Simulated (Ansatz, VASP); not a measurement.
## One calculation of LiF, two programs

The input INCAR:

```
SYSTEM = LiF
PREC = Accurate
ENCUT = 520
EDIFF = 1E-6
ISMEAR = -1
SIGMA = 0.03
LREAL = .FALSE.
LASPH = .TRUE.
NELM = 60
ALGO = Normal
ISIF = 2
LWAVE = .FALSE.
LCHARG = .FALSE.
NBANDS = 12
```

Contents of KPOINTS:

```
Automatic mesh
0
G
  10 10 10
  0 0 0
```

File POSCAR:

```
LiF
1.0
   -0.0402800000      1.9938600000      1.9938600000
    1.9938600000     -0.0402800000      1.9938600000
    1.9938600000      1.9938600000     -0.0402800000
Li F
1 1
Direct
    0.0000000000      0.0000000000      0.0000000000
    0.5000000000      0.5000000000      0.5000000000
```

Input for Ansatz:

```yaml
crystal:
  lattice:
    - [-0.04028, 1.99386, 1.99386]
    - [1.99386, -0.04028, 1.99386]
    - [1.99386, 1.99386, -0.04028]
  atoms:
    - { symbol: Li, position: [0.0, 0.0, 0.0] }
    - { symbol: F, position: [0.5, 0.5, 0.5] }
kpoints:
  mp_grid: { grid: [10, 10, 10] }
  band_path:
    path:
      - [0.0, 0.0, 0.0]
      - [0.5, 0.5, 0.5]
      - [0.2551801333, 0.5, 0.7448198667]
      - [-0.2551801333, 0.2551801333, 0.5]
      - [0.0, 0.0, 0.5]
      - [0.0, 0.0, 0.0]
      - [-0.3775900666, 0.0, 0.3775900666]
      - [0.0, 0.3775900666, 0.6224099334]
      - [0.0, 0.5, 0.5]
    npoints: 5
scf:
  occupations: { method: fermi_dirac, width: 0.03 }
hamiltonian:
  xc: lda
  pseudopotentials: { kind: all_electron, lapw: { basis_error: 0.00025 } }
output:
  forces: true
  stress: true
  eigenvalues: true
```

Change from the starting cell: equal xy, yz and zx shear strains of -2 %.

Alike in both runs: task single point; functional LDA; k mesh 10 × 10 × 10; occupations fermi-dirac, width 0.03 eV; no spin polarisation.

|  | VASP | Ansatz |
| --- | --- | --- |
| version | VASP 6.6.1 | Ansatz 0.2.0 |
| potentials or method | VASP PAW LDA potentials, release 64 (Li_sv, F) | all-electron LAPW, scalar-relativistic |
| plane-wave cutoff (eV) | 520 | see its input |

```tsv
	VASP	Ansatz	Ansatz less VASP
gap on the k mesh at the Fermi level (eV)	8.73	8.71	-0.014
```

Ansatz ran all-electron here, so the differences hold the error of VASP's frozen core and of both bases.

 A k mesh can miss the band edges.
